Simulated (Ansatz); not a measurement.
# Indium, A15 under RPBE: structure and ground-state energy

What does RPBE give for indium in the A15 structure? We relax it, then solve it on a dense k-mesh. Spin polarisation is left out. The k-meshes are 5×5×5 for the relaxation; 6×6×6 for the dense run.

Method: DFT RPBE, plane waves (420 eV) with PAW, scalar-relativistic; the PAW data stem from PBE, with regenerated cores, in Ansatz 0.2.0.

## Step 1: The starting structure

It takes space group Pm-3n (No. 223, cubic). The conventional cell has a = 5.936 Å, b = 5.936 Å, c = 5.936 Å, α = 90.00°, β = 90.00°, γ = 90.00°. Around In (site symmetry m-3) lie 12 In at 3.32 Å. In (site symmetry -4m2) has 6 In at 2.97 to 3.32 Å as nearest neighbours.

Coordinates:

```
In
1.0
     5.93588    0.00000    0.00000
     0.00000    5.93588    0.00000
     0.00000    0.00000    5.93588
In
8
Direct
  0.00000 0.00000 0.00000
  0.50000 0.50000 0.50000
  0.25000 0.00000 0.50000
  0.75000 0.00000 0.50000
  0.50000 0.25000 0.00000
  0.50000 0.75000 0.00000
  0.00000 0.50000 0.25000
  0.00000 0.50000 0.75000
```

## Step 2: Relaxation of the cell

input.yaml reads:

```yaml
crystal:
  lattice:
    - [5.9358781157, 0.0, 0.0]
    - [0.0, 5.9358781157, 0.0]
    - [0.0, 0.0, 5.9358781157]
  atoms:
    - { symbol: In, position: [0.0, 0.0, 0.0] }
    - { symbol: In, position: [0.5, 0.5, 0.5] }
    - { symbol: In, position: [0.25, 0.0, 0.5] }
    - { symbol: In, position: [0.75, 0.0, 0.5] }
    - { symbol: In, position: [0.5, 0.25, 0.0] }
    - { symbol: In, position: [0.5, 0.75, 0.0] }
    - { symbol: In, position: [0.0, 0.5, 0.25] }
    - { symbol: In, position: [0.0, 0.5, 0.75] }
hamiltonian:
  xc: rpbe
  pseudopotentials:
    kind: paw
    azcp:
      In: "pseudopotentials/In.paw.azcp"
basis:
  ecutwfc: 420
  fft_grid_basis: typed
kpoints:
  mp_grid: { grid: [5, 5, 5], shift: [0, 0, 0] }
magnetization:
  spin_polarized: false
scf:
  occupations: { method: fermi_dirac, width: 0.1 }
relax:
  max_steps: 60
  f_tol: 0.01
  cell: {}
```

The run is started by

```sh
$ ansatz run input.yaml --threads 4 --pin off --max-ram 8192MiB --backend cpu --events-out ev --progress --plain --runs-dir out
```

Standard output:

```text
Warning: RAYON_NUM_THREADS=4 ignored (pool sized by the plan → 4); use --threads N
Engine: ansatz 0.2.0, aarch64-unknown-linux-gnu
Pseudopotentials: kind: paw
Pseudopotential: In, paw, valence charge 13, recommended cutoff 420 eV (normal), <dir>
Functional definition: RPBE
  parameter kappa = 0.804
  parameter beta = 0.06672455060314922
  exchange = rpbe_x(kappa = kappa, mu = beta*pi^2/3)
  correlation = pbe_c(beta = beta)
Crystal: 8 atoms, lattice volume = 209.149 Å³
Basis set: ecut = 420 eV, 4067 PW (Γ), exchange–correlation on 80×80×80 points (8 copies of the dense FFT grid, shifted against one another)
Bands: 63, of which v1, the nominal top of the filled ones, is band 52 counted from 1 (51 counted from 0)
Symmetry: 48 space group operations
Space group: Pm-3n (ITA 223), of the structure as read, at distance tolerance 5.9e-5 Å
k-points: 10 of 125
Non-local potential: In, projectors of the file, l = 0: 2, l = 1: 2, l = 2: 2, l = 3: 2
PAW form: soft (Blöchl's): semilocal exchange-correlation on the pseudo side does not see the compensation charge
PAW frozen core: In, regenerated for the run's functional, and the local potential with it (the file was generated under x = pbe(κ = 0.804, μ = 0.2195149727645171), c = pbe(β = 0.06672455060314922))
PAW one-centre angular grid: In, 590 points (default); XC on 64 Gauss nodes
Initial density: superposition of atomic densities (neutral atoms: chi_scale 0, normalization atom), corrected by the library's trained network
Initial wavefunctions: pseudopotential atomic-orbital guess
Functional: x = rpbe, c = pbe(β = 0.06672455060314922)
SCF iter   1: F=—  HF=-44849.651917 eV  |F-HF|=—  |Δ(HF+E_count)|=         —  Δρ=3.77e-3  dr2=1.64e-2  ethr=1.77e-3  ⟨swp⟩=6.6  Hψ=2338  notcnv=0  defer=2
preconditioner: auto → Kerker (q_TF=auto, 2.428 Å⁻¹)  [metal: Δε(μ)=0.042 eV  Ē_g=14.808 eV  σ=0.100 eV  W_gap=0.10  n_scr=56 (ndim 8)  ℏωp=26.2 eV  f_vac=0.000  D(μ)=2.87/eV (n_scr^D=18)]
SCF iter   2: F=—  HF=-44849.642878 eV  |F-HF|=—  |Δ(HF+E_count)|=   9.04e-3  Δρ=1.30e-3  dr2=2.07e-3  ethr=1.58e-5  ⟨swp⟩=2.0  Hψ=1199  notcnv=0  defer=1
SCF iter   3: F=—  HF=-44849.642856 eV  |F-HF|=—  |Δ(HF+E_count)|=   2.22e-5  Δρ=4.88e-4  dr2=3.37e-4  ethr=1.99e-6  ⟨swp⟩=2.0  Hψ=1146  notcnv=0  defer=1
SCF iter   4: F=—  HF=-44849.642921 eV  |F-HF|=—  |Δ(HF+E_count)|=   6.48e-5  Δρ=9.14e-5  dr2=1.93e-5  ethr=3.25e-7  ⟨swp⟩=3.0  Hψ=1240  notcnv=0  defer=1
SCF iter   5: F=—  HF=-44849.642872 eV  |F-HF|=—  |Δ(HF+E_count)|=   4.89e-5  Δρ=1.14e-5  dr2=3.74e-7  ethr=1.86e-8  ⟨swp⟩=2.0  Hψ=1144  notcnv=0  defer=1
SCF iter   6: F=-44849.642872 eV  HF=-44849.642872 eV  |F-HF|=1.70e-8  |Δ(HF+E_count)|=   2.63e-8  Δρ=4.00e-6  dr2=2.93e-8  ethr=9.62e-11  ⟨swp⟩=4.0  Hψ=1856  notcnv=0
SCF 1 converged in 6 iterations: F = -44849.642872 eV  dr2 = 2.93e-8
relax step   1: F+E_penalty+E_count = -44849.64287194 eV  Δ(F+E_penalty+E_count) = +0.000e0 eV  max|allowed force component| = 9.975e-18 eV/Å  Δτ_max = 0.0000 Å  P = +4.908 GPa  Ω = 209.149 Å³  (6 SCF iters, dr2 threshold 1.00e-7 eV, accepted)
Crystal: 8 atoms, lattice volume = 238.593 Å³
Basis set: ecut = 420 eV, 4697 PW (Γ), exchange–correlation on 80×80×80 points (8 copies of the dense FFT grid, shifted against one another)
Initial density: handed on by an earlier stage of this run
Initial wavefunctions: those handed on with the density
iter 1 solved again at ethr=1.49e-5 eV; its pass at ethr=3.10e-3 eV (dr2=1.55e-2 eV) is discarded
SCF iter   1: F=—  HF=-44850.012361 eV  |F-HF|=—  |Δ(HF+E_count)|=         —  Δρ=2.26e-3  dr2=1.54e-2  ethr=1.49e-5  ⟨swp⟩=1.3  Hψ=4014  notcnv=0
preconditioner: auto → Kerker (q_TF=auto, 2.376 Å⁻¹)  [metal: Δε(μ)=0.162 eV  Ē_g=14.463 eV  σ=0.100 eV  W_gap=0.38  n_scr=56 (ndim 8)  ℏωp=24.5 eV  f_vac=0.000  D(μ)=3.35/eV (n_scr^D=18)]
SCF iter   2: F=—  HF=-44850.009998 eV  |F-HF|=—  |Δ(HF+E_count)|=   2.36e-3  Δρ=1.58e-3  dr2=6.47e-3  ethr=1.48e-5  ⟨swp⟩=1.0  Hψ=630  notcnv=0
SCF iter   3: F=—  HF=-44850.009526 eV  |F-HF|=—  |Δ(HF+E_count)|=   4.71e-4  Δρ=3.28e-4  dr2=3.39e-4  ethr=6.22e-6  ⟨swp⟩=2.0  Hψ=1147  notcnv=0
SCF iter   4: F=—  HF=-44850.009475 eV  |F-HF|=—  |Δ(HF+E_count)|=   5.16e-5  Δρ=7.51e-5  dr2=8.35e-6  ethr=3.26e-7  ⟨swp⟩=2.0  Hψ=1109  notcnv=0
SCF iter   5: F=-44850.009488 eV  HF=-44850.009488 eV  |F-HF|=2.71e-7  |Δ(HF+E_count)|=   1.29e-5  Δρ=1.17e-5  dr2=2.62e-7  ethr=7.69e-10  ⟨swp⟩=5.0  Hψ=2383  notcnv=0
SCF 2 converged in 5 iterations: F = -44850.009488 eV  dr2 = 2.62e-7
relax step   2: F+E_penalty+E_count = -44850.00948794 eV  Δ(F+E_penalty+E_count) = -3.666e-1 eV  max|allowed force component| = 2.064e-17 eV/Å  Δτ_max = 0.0000 Å  P = -0.171 GPa  Ω = 238.593 Å³  energy of the carried Pulay correction = -8.644e-3 eV  (5 SCF iters, dr2 threshold 8.00e-7 eV, accepted)
Crystal: 8 atoms, lattice volume = 237.470 Å³
iter 1 solved again at ethr=6.34e-9 eV; its pass at ethr=3.10e-3 eV (dr2=6.60e-6 eV) is discarded
SCF iter   1: F=—  HF=-44850.010627 eV  |F-HF|=—  |Δ(HF+E_count)|=         —  Δρ=7.74e-5  dr2=1.69e-5  ethr=6.34e-9  ⟨swp⟩=3.1  Hψ=3356  notcnv=0
eigensolver tolerance schedule calibrated: the retry pair's looser diagonalisation under-reported the residual by θ = 0.61 (0.11/decade); ethr = c·dr2/N_el runs at the constant in force after the calibration composes with the one it found (an armed cap, an earlier calibration), c = 8.7e-2
preconditioner: auto → Kerker (q_TF=auto, 2.378 Å⁻¹)  [metal: Δε(μ)=0.159 eV  Ē_g=14.425 eV  σ=0.100 eV  W_gap=0.38  n_scr=56 (ndim 8)  ℏωp=24.6 eV  f_vac=0.000  D(μ)=3.33/eV (n_scr^D=18)]
SCF iter   2: F=—  HF=-44850.010527 eV  |F-HF|=—  |Δ(HF+E_count)|=   9.99e-5  Δρ=5.32e-5  dr2=6.87e-6  ethr=6.34e-9  ⟨swp⟩=2.9  Hψ=1167  notcnv=0
SCF iter   3: F=—  HF=-44850.010526 eV  |F-HF|=—  |Δ(HF+E_count)|=   5.73e-7  Δρ=1.07e-5  dr2=3.49e-7  ethr=5.75e-9  ⟨swp⟩=2.0  Hψ=1150  notcnv=0
SCF iter   4: F=-44850.010526 eV  HF=-44850.010526 eV  |F-HF|=1.05e-8  |Δ(HF+E_count)|=   1.85e-8  Δρ=2.42e-6  dr2=9.22e-9  ethr=6.09e-11  ⟨swp⟩=4.0  Hψ=1973  notcnv=0
SCF 3 converged in 4 iterations: F = -44850.010526 eV  dr2 = 9.22e-9
relax step   3: F+E_penalty+E_count = -44850.01052605 eV  Δ(F+E_penalty+E_count) = -1.038e-3 eV  max|allowed force component| = 2.111e-17 eV/Å  Δτ_max = 0.0000 Å  P = -0.040 GPa  Ω = 237.470 Å³  energy of the carried Pulay correction = -8.348e-3 eV  (4 SCF iters, dr2 threshold 7.28e-8 eV, accepted)
Basis set: ecut = 420 eV, 4697 PW (Γ), exchange–correlation on 90×90×90 points (8 copies of the dense FFT grid, shifted against one another)
Initial wavefunctions: pseudopotential atomic-orbital guess (no wavefunctions were taken with the density)
iter 1 solved again at ethr=3.67e-7 eV; its pass at ethr=3.10e-3 eV (dr2=3.82e-4 eV) is discarded
SCF iter   1: F=—  HF=-44850.017062 eV  |F-HF|=—  |Δ(HF+E_count)|=         —  Δρ=2.24e-4  dr2=2.43e-5  ethr=3.67e-7  ⟨swp⟩=2.7  Hψ=3615  notcnv=0
preconditioner: auto → Kerker (q_TF=auto, 2.378 Å⁻¹)  [metal: Δε(μ)=0.159 eV  Ē_g=14.427 eV  σ=0.100 eV  W_gap=0.38  n_scr=56 (ndim 8)  ℏωp=24.6 eV  f_vac=0.000  D(μ)=3.33/eV (n_scr^D=18)]
SCF iter   2: F=—  HF=-44850.017071 eV  |F-HF|=—  |Δ(HF+E_count)|=   9.49e-6  Δρ=1.04e-4  dr2=4.40e-6  ethr=2.33e-8  ⟨swp⟩=2.0  Hψ=1088  notcnv=0
SCF iter   3: F=—  HF=-44850.017031 eV  |F-HF|=—  |Δ(HF+E_count)|=   4.03e-5  Δρ=2.66e-5  dr2=5.60e-7  ethr=4.23e-9  ⟨swp⟩=2.0  Hψ=1150  notcnv=0
SCF iter   4: F=—  HF=-44850.017031 eV  |F-HF|=—  |Δ(HF+E_count)|=   4.62e-7  Δρ=1.48e-6  dr2=4.58e-9  ethr=5.39e-10  ⟨swp⟩=2.5  Hψ=1201  notcnv=0
SCF iter   5: F=—  HF=-44850.017031 eV  |F-HF|=—  |Δ(HF+E_count)|=   2.29e-9  Δρ=5.47e-7  dr2=5.20e-10  ethr=4.40e-12  ⟨swp⟩=2.1  Hψ=1161  notcnv=0
SCF iter   6: F=-44850.017031 eV  HF=-44850.017031 eV  |F-HF|=2.18e-11  |Δ(HF+E_count)|=  1.09e-10  Δρ=1.07e-7  dr2=3.74e-11  ethr=1.00e-12  ⟨swp⟩=4.0  Hψ=1857  notcnv=0
SCF 4 converged in 6 iterations: F = -44850.017031 eV  dr2 = 3.74e-11
relax step   4: F+E_penalty+E_count = -44850.01703121 eV  Δ(F+E_penalty+E_count) = -6.505e-3 eV  max|allowed force component| = 1.850e-17 eV/Å  Δτ_max = 0.0000 Å  P = -0.066 GPa  Ω = 237.470 Å³  stress off target by 6.58e-2 GPa  SCF on the basis re-selected at this cell (its energy is not comparable with the rows above)  (6 SCF iters)
basis re-selected at this cell: Δ(F+E_penalty+E_count) = -6.505e-3 eV, ΔP = -0.025 GPa vs the last step (what re-selecting the basis moved, of the pressure what is left beyond the Pulay correction that the steps carried, after the strain that the cell walked since its last selection, with what the two solves' SCF thresholds leave and, on support functions, any second-order correction that the steps lacked; it is no measure of the basis error at this ecutwfc). The dense FFT grid was sized anew with the basis: this SCF ran on 45×45×45 points, the steps before it on 40×40×40, so part of this shift can come from that change (see relax.cell in the input reference). This SCF's stress stands 6.58e-2 GPa from its target on what of the cell is left free (relax.cell.stress_tol is 5.00e-2 GPa) and its largest allowed force component is 1.85e-17 eV/Å (relax.f_tol is 1.00e-2 eV/Å): not within both, so this SCF does not close the relaxation
Crystal: 8 atoms, lattice volume = 236.907 Å³
Basis set: ecut = 420 eV, 4625 PW (Γ), exchange–correlation on 90×90×90 points (8 copies of the dense FFT grid, shifted against one another)
iter 1 solved again at ethr=9.23e-9 eV; its pass at ethr=3.10e-3 eV (dr2=9.60e-6 eV) is discarded
SCF iter   1: F=—  HF=-44850.017304 eV  |F-HF|=—  |Δ(HF+E_count)|=         —  Δρ=3.70e-5  dr2=4.10e-6  ethr=9.23e-9  ⟨swp⟩=3.0  Hψ=2952  notcnv=0
preconditioner: auto → Kerker (q_TF=auto, 2.378 Å⁻¹)  [metal: Δε(μ)=0.159 eV  Ē_g=14.432 eV  σ=0.100 eV  W_gap=0.37  n_scr=56 (ndim 8)  ℏωp=24.6 eV  f_vac=0.000  D(μ)=3.32/eV (n_scr^D=18)]
SCF iter   2: F=—  HF=-44850.017303 eV  |F-HF|=—  |Δ(HF+E_count)|=   6.37e-7  Δρ=2.61e-5  dr2=1.67e-6  ethr=3.94e-9  ⟨swp⟩=2.0  Hψ=1104  notcnv=0
SCF iter   3: F=—  HF=-44850.017303 eV  |F-HF|=—  |Δ(HF+E_count)|=   7.58e-8  Δρ=6.06e-6  dr2=1.18e-7  ethr=1.61e-9  ⟨swp⟩=2.0  Hψ=1131  notcnv=0
SCF iter   4: F=-44850.017303 eV  HF=-44850.017303 eV  |F-HF|=2.42e-9  |Δ(HF+E_count)|=   4.47e-9  Δρ=1.36e-6  dr2=3.13e-9  ethr=1.04e-11  ⟨swp⟩=3.3  Hψ=2537  notcnv=0
SCF 5 converged in 4 iterations: F = -44850.017303 eV  dr2 = 3.13e-9
relax step   5: F+E_penalty+E_count = -44850.01730311 eV  Δ(F+E_penalty+E_count) = -2.719e-4 eV  max|allowed force component| = 2.523e-17 eV/Å  Δτ_max = 0.0000 Å  P = +0.001 GPa  Ω = 236.907 Å³  energy of the carried Pulay correction = +1.585e-4 eV  (4 SCF iters, dr2 threshold 1.08e-8 eV, accepted)
iter 1 solved again at ethr=4.99e-7 eV; its pass at ethr=3.10e-3 eV (dr2=5.19e-4 eV) is discarded
SCF iter   1: F=—  HF=-44850.017154 eV  |F-HF|=—  |Δ(HF+E_count)|=         —  Δρ=4.66e-6  dr2=1.03e-8  ethr=4.99e-7  ⟨swp⟩=2.7  Hψ=3604  notcnv=0
eigensolver tolerance schedule: the retry pair's looser diagonalisation over-reported the residual by 50411.50 of it (diagonalisation noise at an unbounded share of the residual, at the tolerance the schedule requests for it); recorded, not acted on — ethr = c·dr2/N_el stays at c = 1.0e-1
preconditioner: auto → Kerker (q_TF=auto, 2.378 Å⁻¹)  [metal: Δε(μ)=0.159 eV  Ē_g=14.433 eV  σ=0.100 eV  W_gap=0.37  n_scr=56 (ndim 8)  ℏωp=24.6 eV  f_vac=0.000  D(μ)=3.32/eV (n_scr^D=18)]
SCF iter   2: F=—  HF=-44850.017110 eV  |F-HF|=—  |Δ(HF+E_count)|=   4.36e-5  Δρ=3.43e-6  dr2=6.86e-9  ethr=9.90e-12  ⟨swp⟩=3.5  Hψ=1739  notcnv=0
SCF iter   3: F=—  HF=-44850.017110 eV  |F-HF|=—  |Δ(HF+E_count)|=   3.17e-9  Δρ=1.07e-6  dr2=1.53e-9  ethr=6.59e-12  ⟨swp⟩=2.0  Hψ=1150  notcnv=0
SCF iter   4: F=—  HF=-44850.017110 eV  |F-HF|=—  |Δ(HF+E_count)|=   1.44e-9  Δρ=7.01e-7  dr2=8.03e-10  ethr=1.47e-12  ⟨swp⟩=2.0  Hψ=1154  notcnv=0
SCF iter   5: F=-44850.017110 eV  HF=-44850.017110 eV  |F-HF|=2.18e-11  |Δ(HF+E_count)|=  3.57e-10  Δρ=1.41e-7  dr2=2.04e-11  ethr=1.00e-12  ⟨swp⟩=3.0  Hψ=2385  notcnv=0
SCF 6 converged in 5 iterations: F = -44850.017110 eV  dr2 = 2.04e-11
relax step   6: F+E_penalty+E_count = -44850.01711048 eV  Δ(F+E_penalty+E_count) = +1.926e-4 eV  max|allowed force component| = 2.289e-17 eV/Å  Δτ_max = 0.0000 Å  P = +0.001 GPa  Ω = 236.907 Å³  stress off target by 1.39e-3 GPa  SCF on the basis re-selected at this cell (its energy is not comparable with the rows above)  (5 SCF iters)
basis re-selected at this cell: Δ(F+E_penalty+E_count) = +1.926e-4 eV, ΔP = -0.000 GPa vs the last step (what re-selecting the basis moved, of the pressure what is left beyond the Pulay correction that the steps carried, after the strain that the cell walked since its last selection, with what the two solves' SCF thresholds leave and, on support functions, any second-order correction that the steps lacked; it is no measure of the basis error at this ecutwfc). This SCF's stress stands 1.39e-3 GPa from its target on what of the cell is left free (relax.cell.stress_tol is 5.00e-2 GPa) and its largest allowed force component is 2.29e-17 eV/Å (relax.f_tol is 1.00e-2 eV/Å): within both
SCF converged after 5 iterations
Free energy (F): -44850.017110 eV
Harris-Foulkes:  -44850.017110 eV  (|F-HF|=2.18e-11)
Internal energy: -44849.901214 eV  (E = F + TS)
E sigma→0 (E₀):  -44849.959162 eV
Entropy (-TS):   -0.115897 eV (-14.487 meV/atom)
Fermi energy:    8.876712 eV
--- Per-component energies (eV) ---
  E_band       = -336.718497
  E_kinetic    = 1920.500979
  E_local      = -9238.322080  (includes V_loc(G=0)·N_el)
  E_nonlocal   = 2925.619887
  E_hartree    = 3616.930707
  E_xc         = -1727.486559
  E_vxc        = -789.937080  (∫ρ·V_xc dr)
  E_paw        = -33280.854925  (= ΣΔE_a)
  E_vpaw       = -2388.442270  (= ΣTr[D̂ρ^β])
  E_aug_tail   = 0.000209  (compensation charges beyond the density's cutoff)
  E_ewald      = -9066.828281
  E_core_change = 0.538849  (= ΣΔE_core)
  E_smearing   = -0.115897  (= −TS)
  E_closure    = 0.000000  (closes the sum)
  Σ components = -44850.017110   (vs F -44850.017110, Δ=0.00e0)
--- Forces (eV/Å), atoms counted from 1 ---
  atom   1  In     0.00000000     0.00000000     0.00000000
  atom   2  In    -0.00000000     0.00000000    -0.00000000
  atom   3  In    -0.00000000    -0.00000000    -0.00000000
  atom   4  In     0.00000000     0.00000000     0.00000000
  atom   5  In     0.00000000     0.00000000    -0.00000000
  atom   6  In    -0.00000000     0.00000000     0.00000000
  atom   7  In    -0.00000000    -0.00000000    -0.00000000
  atom   8  In     0.00000000     0.00000000    -0.00000000
  max |Σ_I F_I| component: 1.27e-17 eV/Å
--- Stress (GPa, compression-positive) ---
        0.001388       0.000000      -0.000000
        0.000000       0.001388      -0.000000
       -0.000000      -0.000000       0.001388
  P = ⅓ Tr σ = 0.0014 GPa (0.014 kbar)
--- Relaxed structure (4 steps of the walk, 4 accepted, 2 SCFs on fresh bases) ---
  F+E_penalty+E_count = -44850.01711048 eV   max|allowed force component| = 2.289e-17 eV/Å   (the final SCF, on the basis selected at the relaxed cell)
  cell:  # Å, volume = 236.9067 Å³
    - [6.187650858010647, 2.0222264416065976e-33, 1.0271626370065257e-33]
    - [2.0222264416065976e-33, 6.187650858010647, 0.0]
    - [0.0, 0.0, 6.187650858010647]
  atoms:
    - { symbol: In, position: [1.6774110173977044e-34, -8.783119267522548e-35, -1.841962482270241e-35] }
    - { symbol: In, position: [0.5, 0.5, 0.5] }
    - { symbol: In, position: [0.25, -6.484890849277109e-35, 0.5] }
    - { symbol: In, position: [0.7500000000000001, -9.594258709256228e-35, 0.5] }
    - { symbol: In, position: [0.5, 0.25, -2.872785522806792e-36] }
    - { symbol: In, position: [0.5, 0.7500000000000001, 2.8220893076984413e-35] }
    - { symbol: In, position: [-2.285343130238731e-34, 0.5, 0.25] }
    - { symbol: In, position: [-1.954127858197477e-34, 0.5, 0.7500000000000001] }
```

Run time: 14 s. Hardware: 4 threads of Arm Neoverse V1, shared host; peak memory 0.72 GiB.

Step by step:

| step | energy change (meV/atom) | largest force (eV/Å) | pressure (GPa) | volume (Å³/atom) |
| --- | --- | --- | --- | --- |
| 1 | 0.00 | 0.0000 | 4.91 | 26.144 |
| 2 | -45.83 | 0.0000 | -0.17 | 29.824 |
| 3 | -45.96 | 0.0000 | -0.04 | 29.684 |
| 4 | -46.77 | 0.0000 | -0.07 | 29.684 |
| 5 | -46.80 | 0.0000 | 0.00 | 29.613 |
| 6 | -46.78 | 0.0000 | 0.00 | 29.613 |

Steps that repeat a cell are solved on a basis chosen anew, so their changes of energy are no gain of the relaxation.

Changes in the cell that was computed:

|  | before | after | change |
| --- | --- | --- | --- |
| a (Å) | 5.936 | 6.188 | +4.2 % |
| b (Å) | 5.936 | 6.188 | +4.2 % |
| c (Å) | 5.936 | 6.188 | +4.2 % |
| volume (Å³/atom) | 26.144 | 29.613 | +13.3 % |
| shortest distance (Å) | 2.968 | 3.094 | +4.2 % |
| space group (spins left aside) | Pm-3n | Pm-3n | same |

## Step 3: The energy on a finer k-mesh

input.yaml reads:

```yaml
crystal:
  lattice:
    - [6.187650858, 0.0, 0.0]
    - [0.0, 6.187650858, 0.0]
    - [0.0, 0.0, 6.187650858]
  atoms:
    - { symbol: In, position: [0.0, 1.0, 1.0] }
    - { symbol: In, position: [0.5, 0.5, 0.5] }
    - { symbol: In, position: [0.25, 1.0, 0.5] }
    - { symbol: In, position: [0.75, 1.0, 0.5] }
    - { symbol: In, position: [0.5, 0.25, 1.0] }
    - { symbol: In, position: [0.5, 0.75, 0.0] }
    - { symbol: In, position: [1.0, 0.5, 0.25] }
    - { symbol: In, position: [1.0, 0.5, 0.75] }
hamiltonian:
  xc: rpbe
  pseudopotentials:
    kind: paw
    azcp:
      In: "pseudopotentials/In.paw.azcp"
basis:
  ecutwfc: 420
  fft_grid_basis: typed
kpoints:
  mp_grid: { grid: [6, 6, 6], shift: [0, 0, 0] }
magnetization:
  spin_polarized: false
scf:
  occupations: { method: fermi_dirac, width: 0.1 }
```

The run is started by

```sh
$ ansatz run input.yaml --threads 4 --pin off --max-ram 8192MiB --backend cpu --events-out ev --progress --plain --runs-dir out
```

Standard output:

```text
Warning: RAYON_NUM_THREADS=4 ignored (pool sized by the plan → 4); use --threads N
[... 8 set-up lines as earlier in the session ...]
Crystal: 8 atoms, lattice volume = 236.907 Å³
Basis set: ecut = 420 eV, 4625 PW (Γ)
Bands: 60, of which v1, the nominal top of the filled ones, is band 52 counted from 1 (51 counted from 0)
[... 1 set-up line as earlier in the session ...]
Space group: Pm-3n (ITA 223), of the structure as read, at distance tolerance 6.2e-5 Å
k-points: 20 of 216
[... 7 set-up lines as earlier in the session ...]
SCF iter   1: F=—  HF=-44849.988383 eV  |F-HF|=—  |Δ(HF+E_count)|=         —  Δρ=3.72e-3  dr2=1.96e-2  ethr=1.77e-3  ⟨swp⟩=6.0  Hψ=4268  notcnv=0
preconditioner: auto → Kerker (q_TF=auto, 2.378 Å⁻¹)  [metal: Δε(μ)=0.052 eV  Ē_g=13.899 eV  σ=0.100 eV  W_gap=0.13  n_scr=56 (ndim 8)  ℏωp=24.6 eV  f_vac=0.000  D(μ)=4.86/eV (n_scr^D=26)]
SCF iter   2: F=—  HF=-44849.976931 eV  |F-HF|=—  |Δ(HF+E_count)|=   1.15e-2  Δρ=1.12e-3  dr2=2.30e-3  ethr=1.88e-5  ⟨swp⟩=2.1  Hψ=2285  notcnv=0
SCF iter   3: F=—  HF=-44849.976871 eV  |F-HF|=—  |Δ(HF+E_count)|=   6.02e-5  Δρ=4.90e-4  dr2=5.63e-4  ethr=2.22e-6  ⟨swp⟩=1.4  Hψ=1213  notcnv=0
SCF iter   4: F=—  HF=-44849.976888 eV  |F-HF|=—  |Δ(HF+E_count)|=   1.67e-5  Δρ=9.86e-5  dr2=2.85e-5  ethr=5.41e-7  ⟨swp⟩=3.0  Hψ=2431  notcnv=0
SCF iter   5: F=—  HF=-44849.976828 eV  |F-HF|=—  |Δ(HF+E_count)|=   5.98e-5  Δρ=9.28e-6  dr2=4.16e-7  ethr=2.74e-8  ⟨swp⟩=2.0  Hψ=2237  notcnv=0
SCF iter   6: F=-44849.976828 eV  HF=-44849.976828 eV  |F-HF|=5.31e-10  |Δ(HF+E_count)|=   9.38e-8  Δρ=3.28e-6  dr2=2.37e-8  ethr=9.62e-11  ⟨swp⟩=3.0  Hψ=3350  notcnv=0
SCF 1 converged in 6 iterations: F = -44849.976828 eV  dr2 = 2.37e-8
SCF converged after 6 iterations
Free energy (F): -44849.976828 eV
Harris-Foulkes:  -44849.976828 eV  (|F-HF|=5.31e-10)
Internal energy: -44849.820406 eV  (E = F + TS)
E sigma→0 (E₀):  -44849.898617 eV
Entropy (-TS):   -0.156422 eV (-19.553 meV/atom)
Fermi energy:    8.740215 eV
--- Per-component energies (eV) ---
  E_band       = -336.903687
  E_kinetic    = 1920.516795
  E_local      = -9238.123599  (includes V_loc(G=0)·N_el)
  E_nonlocal   = 2925.751122
  E_hartree    = 3616.803901
  E_xc         = -1727.317180
  E_vxc        = -789.737182  (∫ρ·V_xc dr)
  E_paw        = -33281.162221  (= ΣΔE_a)
  E_vpaw       = -2388.916195  (= ΣTr[D̂ρ^β])
  E_aug_tail   = 0.000209  (compensation charges beyond the density's cutoff)
  E_ewald      = -9066.828281
  E_core_change = 0.538849  (= ΣΔE_core)
  E_smearing   = -0.156422  (= −TS)
  E_closure    = -0.000000  (closes the sum)
  Σ components = -44849.976828   (vs F -44849.976828, Δ=0.00e0)
```

It took 3.9 s on 4 threads of Arm Neoverse V1, shared host; peak memory 0.72 GiB.

(Part 1 of 2 ends here.)
